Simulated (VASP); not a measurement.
Al:

```
Al
1.0
     2.30584    0.00000    0.00000
     0.00000    2.30584    0.00000
     0.00000    0.00000    3.53007
Al
1
Direct
  0.00000 0.00000 0.00000
```

The cell was built by a generator and needn't be a form met in nature.

The cell isn't the ideal one: random cell by space group and Wyckoff sites (P4/mmm, No. 123).

- Program: VASP 6.6.1
- Task: relaxation of cell and atoms
- Functional: PBE
- Potentials or basis: VASP PAW PBE potentials, release 64 (Al)
- Cutoff: 600 eV
- k mesh: 8 × 8 × 6
- Occupations: gaussian, width 0.1 eV
- Spin: no spin polarisation

At the start: pressure 27.1 GPa; volume 18.77 Å³/atom.

Where does the relaxation end?

Over 8 steps the energy falls by 1005.2 meV/atom and the volume is 20.24 Å³/atom (+7.9 %); space group P4/mmm (No. 123, to 0.05 Å).

Step by step:
| step | energy change (eV) | largest force (eV/Å) | pressure (GPa) | volume (Å³) |
| --- | --- | --- | --- | --- |
| 1 | 0.0000 | 0.0000 | 27.08 | 18.77 |
| 2 | -0.7148 | 0.0000 | -7.97 | 28.07 |
| 3 | -0.7932 | 0.0000 | -3.60 | 24.98 |
| 4 | -0.7937 | 0.0000 | -4.01 | 25.18 |
| 5 | -0.8973 | 0.0000 | -4.03 | 23.51 |
| 6 | -0.9643 | 0.0000 | 4.69 | 19.11 |
| 7 | -0.9829 | 0.0000 | -2.30 | 21.37 |
| 8 | -1.0052 | 0.0000 | -0.06 | 20.24 |

Final structure:
```
CELL_PARAMETERS angstrom
2.74634 0.00000 0.00000
0.00000 2.74634 0.00000
0.00000 0.00000 2.68381
ATOMIC_POSITIONS crystal
Al 0.00000 0.00000 0.00000
```
